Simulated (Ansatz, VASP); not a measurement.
**AlNi: VASP beside Ansatz**

Contents of INCAR:

```
ALGO = Normal ; EDIFF = 1E-7
ENCUT = 520 ; GGA = PS
ISIF = 2 ; ISMEAR = -1
ISPIN = 2 ; LASPH = T
LCHARG = F ; LDAU = T
LDAUJ = 0 0 ; LDAUL = 2 -1
LDAUPRINT = 1 ; LDAUTYPE = 2
LDAUU = 3 0 ; LMAXMIX = 4
LORBIT = 11 ; LREAL = F
LWAVE = F ; MAGMOM = 0 0
NBANDS = 18 ; NELM = 150
PREC = Accurate ; SIGMA = 0.05
```

The input KPOINTS:

```
k-points
0
Gamma
  7 7 7
```

POSCAR

```
AlNi
1.0
    2.8810000000      0.0000000000      0.0000000000
    0.0000000000      2.8810000000      0.0000000000
    0.0000000000      0.0000000000      2.8810000000
Ni Al
1 1
Direct
    0.5000000000      0.5000000000      0.5000000000
    0.0000000000      0.0000000000      0.0000000000
```

input.yaml

```yaml
crystal:
  lattice:
    - [2.881, 0.0, 0.0]
    - [0.0, 2.881, 0.0]
    - [0.0, 0.0, 2.881]
  atoms:
    - { symbol: Ni, position: [0.5, 0.5, 0.5], spin: 1.0 }
    - { symbol: Al, position: [0.0, 0.0, 0.0] }
kpoints:
  mp_grid: { grid: [7, 7, 7] }
scf:
  occupations: { method: fermi_dirac, width: 0.05 }
hamiltonian:
  xc: pbesol
  pseudopotentials: { kind: all_electron, lapw: { basis_error: 0.001 } }
  hubbard:
    occupation_matrices:
      s0_up:
        matrix:
          - [0.98, 0.0, 0.0, 0.0, 0.0]
          - [0.0, 0.98, 0.0, 0.0, 0.0]
          - [0.0, 0.0, 0.98, 0.0, 0.0]
          - [0.0, 0.0, 0.0, 0.98, 0.0]
          - [0.0, 0.0, 0.0, 0.0, 0.98]
      s0_down:
        matrix:
          - [0.616804, -0.046005, 0.161344, 0.277478, 0.334087]
          - [-0.046005, 0.591908, -0.063469, -0.326442, 0.33052]
          - [0.161344, -0.063469, 0.068201, 0.102405, 0.058331]
          - [0.277478, -0.326442, 0.102405, 0.312739, -0.035889]
          - [0.334087, 0.33052, 0.058331, -0.035889, 0.430349]
    sites:
      - { site: 0, l: d, u_eff: 3, starting_ns: [{ spin: up, occupation_matrix: s0_up }, { spin: down, occupation_matrix: s0_down }] }
    ns_hold: { iters: 8 }
    double_counting: fll
    projectors: ortho-atomic
magnetization:
  spin_polarized: true
output:
  forces: true
  stress: true
  eigenvalues: true
  hubbard: {}
```

Alike in both runs: task single point; functional PBEsol; k mesh 7 × 7 × 7; occupations fermi-dirac, width 0.05 eV; collinear spin; Hubbard terms Ni d U = 3.0 eV.

|  | VASP | Ansatz |
| --- | --- | --- |
| version | VASP 6.6.1 | Ansatz 0.2.0 |
| potentials or method | VASP PAW PBE potentials, release 64 (Ni, Al) | all-electron LAPW, scalar-relativistic |
| plane-wave cutoff (eV) | 520 | see its input |

|  | VASP | Ansatz | Ansatz less VASP |
| --- | --- | --- | --- |
| gap on the k mesh at the Fermi level (eV) | none | none | - |
| pressure (GPa) | -6.9 | -4.1 | +2.79 |
| net moment per atom (μB) | 0.00 | 0.00 | 0.000 |

The programs project onto different local orbitals, so the same U acts differently. A gap of «none» marks a metal or a gap that the smearing closes. Ansatz ran all-electron here, so the differences hold the error of VASP's frozen core and of both bases.

Caveats: the U is typed as a test and isn't derived for this compound; the PAW data sets were made with another functional, which shifts forces and pressure a little (VASP); the k mesh is thin for a metal, which can move the energy by tens of meV per atom (Ansatz); the magnetic state may not be the lowest (Ansatz); the typed start of the occupations wasn't kept (Ansatz); U is the effective U less J, on atomic orbitals that reach past the spheres (Ansatz); the starting moments weren't kept (Ansatz). The state reached can hang on the start; a lower one may exist.
